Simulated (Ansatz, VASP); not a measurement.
## One calculation of LiF, two programs

```xyz
8
Lattice="5.5844 0.0000 0.0000 0.0000 5.5844 0.0000 0.0000 0.0000 2.9346" Properties=species:S:1:pos:R:3 pbc="T T T"
Li    0.5670    1.8647    0.7212
Li    5.0174    3.7197    2.1885
Li    3.7197    0.5670    2.9222
Li    1.8647    5.0174    1.4549
F     1.8249    0.6880    0.0124
F     3.7595    4.8964    1.4797
F     4.8964    1.8249    2.2134
F     0.6880    3.7595    0.7461
```

Alike in both runs: functional PBE; k mesh 4 × 4 × 8; occupations gaussian, width 0.02 eV; no spin polarisation.

Ansatz relaxed the structure, and its values are those at the end. VASP's run is a single point on that final structure, the one shown.

|  | VASP | Ansatz |
| --- | --- | --- |
| version | VASP 6.6.1 | Ansatz 0.2.0 |
| potentials or method | VASP PAW PBE potentials, release 64 (Li_sv, F) | scalar-relativistic, plane waves, PAW |
| plane-wave cutoff (eV) | 520 | 420 |
| valence electrons in the cell | 40 | 40 |

```tsv
	VASP	Ansatz	Ansatz less VASP
gap on the k mesh at the Fermi level (eV)	6.98	6.99	+0.008
least direct gap on the mesh (eV)	6.98	6.99	+0.008
rms of the force components (eV/Å)	0.004	0.001	-0.0027
```

With one functional, cell and mesh, what is left measures potentials, basis and numerics.

 PBE gaps usually lie below the measured ones, often by a third to a half. A k mesh can miss the band edges.
